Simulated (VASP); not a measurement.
A run of VASP 6.6.1 is set up as follows.

The input INCAR:

```
SYSTEM = SiSe
ALGO = Normal
CSHIFT = 0.1
EDIFF = 1E-7
ENCUT = 520
GGA = PE
ISIF = 2
ISMEAR = 0
LASPH = .True.
LCHARG = .False.
LOPTICS = .True.
LREAL = .False.
LWAVE = .False.
NBANDS = 37
NEDOS = 2000
NELM = 80
PREC = Accurate
SIGMA = 0.02
```

KPOINTS

```
k-points
0
Gamma
  9 9 7
  0 0 0
```

POSCAR

```
SiSe
1.0
    3.5952000000      0.0000000000      0.0000000000
   -1.7976000000      3.1135300000      0.0000000000
    0.0000000000      0.0000000000      3.5987300000
Si Se
1 1
Direct
    0.6666700000      0.3333300000      0.5000000000
    0.0000000000      0.0000000000      0.0000000000
```

Potentials or basis: VASP PAW PBE potentials, release 64 (Si, Se).

Launch:

```sh
$ cat potpaw_PBE.64/Si/POTCAR potpaw_PBE.64/Se/POTCAR > POTCAR
$ mpirun -np 1 vasp_std > vasp.out
```

Q: Predict the band gap on the k mesh.

A: None (metal or under the smearing width).

Q: Estimate the pressure.

A: 0.5 GPa.

Dielectric function (mean over the directions given):
```csv
energy (eV),real part,imaginary part
0.28,38.59,0.97
0.76,50.98,6.19
1.24,28.01,68.28
1.79,-6.56,24.06
2.28,4.23,11.07
2.76,5.48,21.67
3.31,3.21,29.51
3.79,-4.26,13.01
4.28,-6.47,13.65
4.83,-8.49,7.92
5.31,-4.17,8.08
5.79,-6.85,7.21
6.34,-5.25,4.85
6.83,-3.47,2.80
7.31,-3.03,3.01
7.86,-2.45,2.55
8.34,-1.79,3.47
8.83,-2.46,2.52
9.38,-1.54,1.81
9.86,-1.88,1.36
10.34,-1.95,1.50
10.90,-1.44,0.93
11.38,-1.27,0.80
11.86,-1.01,0.82
12.41,-0.75,0.75
12.90,-0.84,0.67
13.38,-0.60,0.46
13.93,-0.51,0.36
14.41,-0.30,0.43
14.89,-0.25,0.43
15.45,-0.17,0.32
15.93,-0.09,0.47
16.41,-0.20,0.39
16.96,-0.01,0.32
17.45,0.00,0.33
17.93,0.07,0.31
18.48,0.13,0.29
18.96,0.14,0.27
19.45,0.16,0.25
20.00,0.20,0.19
```

Caveat: spectra need much finer meshes, so this one isn't converged; independent-particle spectra lack excitons; the intraband (Drude) part of a metal's response may be missing.
